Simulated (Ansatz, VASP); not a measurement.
## One calculation of Bi, two programs

INCAR

```
SYSTEM = Bi
PREC = Accurate
ENCUT = 520
EDIFF = 1E-6
ISMEAR = -1
SIGMA = 0.05
LREAL = .False.
LASPH = .True.
NELM = 100
ALGO = Fast
ISIF = 2
LWAVE = .False.
LCHARG = .False.
GGA = CA
NBANDS = 22
```

KPOINTS

```
regular mesh
0
Gamma
  6 6 9
  0 0 0
```

Contents of POSCAR:

```
Bi
1.0
    3.4414490040     -3.0902406750      0.0000000000
    3.4414490040      3.0902406750      0.0000000000
   -1.2432027094      0.0000000000      3.0714698416
Bi
2
Direct
    0.7530610000      0.7530610000      0.8573820000
    0.2469390000      0.2469390000      0.1426180000
```

File input.yaml:

```yaml
crystal:
  lattice:
    - [3.441449004, -3.090240675, 0.0]
    - [3.441449004, 3.090240675, 0.0]
    - [-1.2432027094, 0.0, 3.0714698416]
  atoms:
    - { symbol: Bi, position: [0.753061, 0.753061, 0.857382] }
    - { symbol: Bi, position: [0.246939, 0.246939, 0.142618] }
kpoints:
  mp_grid: { grid: [6, 6, 9] }
scf:
  occupations: { method: fermi_dirac, width: 0.05 }
hamiltonian:
  xc: lda
  pseudopotentials: { kind: all_electron, lapw: { basis_error: 0.001 } }
output:
  forces: true
  stress: true
  eigenvalues: true
```

Change from the starting cell: volume scaled by 0.96.

Alike in both runs: task single point; functional LDA; k mesh 6 × 6 × 9; occupations fermi-dirac, width 0.05 eV; no spin polarisation.

|  | VASP | Ansatz |
| --- | --- | --- |
| version | VASP 6.6.1 | Ansatz 0.2.0 |
| potentials or method | VASP PAW LDA potentials, release 64 (Bi_d) | all-electron LAPW, scalar-relativistic |
| plane-wave cutoff (eV) | 520 | see its input |

Ansatz gave:

* gap on the k mesh at the Fermi level (eV): none
* pressure (GPa): -1.8
* largest component of the traceless stress (GPa): 0.72
* rms of the force components (eV/Å): 0.020

Q: Estimate VASP's values.

A: gap on the k mesh at the Fermi level (eV): none; pressure (GPa): -1.7; largest component of the traceless stress (GPa): 0.72; rms of the force components (eV/Å): 0.016.

Atom by atom the forces differ by 0.004 eV/Å (rms over components). A gap of «none» marks a metal or a gap that the smearing closes. Ansatz ran all-electron here, so the differences hold the error of VASP's frozen core and of both bases.

Caveats: spin-orbit coupling is left out, which moves the levels of the heavy elements.
